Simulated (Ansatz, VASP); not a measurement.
## Two plane-wave programs on C

```
CELL_PARAMETERS angstrom
0.00000 2.18695 3.16697
1.26261 0.00000 3.16697
1.26261 2.18695 0.00000
ATOMIC_POSITIONS crystal
C 0.16667 0.83333 0.16667
C 0.83333 0.16667 0.83333
```

Alike in both runs: task single point; functional r2SCAN; k mesh 14 × 14 × 14; occupations gaussian, width 0.05 eV; no spin polarisation.

|  | VASP | Ansatz |
| --- | --- | --- |
| version | VASP 6.6.1 | Ansatz 0.2.0 |
| potentials or method | VASP PAW PBE potentials, release 64 (C) | scalar-relativistic, plane waves, PAW |
| plane-wave cutoff (eV) | 520 | 500 |
| valence electrons in the cell | 8 | 8 |

|  | VASP | Ansatz | Ansatz less VASP |
| --- | --- | --- | --- |
| gap on the k mesh at the Fermi level (eV) | none | none | - |
| pressure (GPa) | -20.3 | -20.9 | -0.63 |
| largest component of the traceless stress (GPa) | 25.89 | 26.64 | +0.745 |
| rms of the force components (eV/Å) | 0.016 | 0.016 | 0.0000 |

Atom by atom the forces differ by 0.000 eV/Å (rms over components). A gap of «none» marks a metal or a gap that the smearing closes. The functional is the same, so the differences come from potentials, cutoffs and numerics.

Caveats: so large a pressure means that the cell lies far from this level's equilibrium, or that cutoff or potentials fall short (VASP); the potentials were made for another functional, which shifts forces and pressure (VASP).
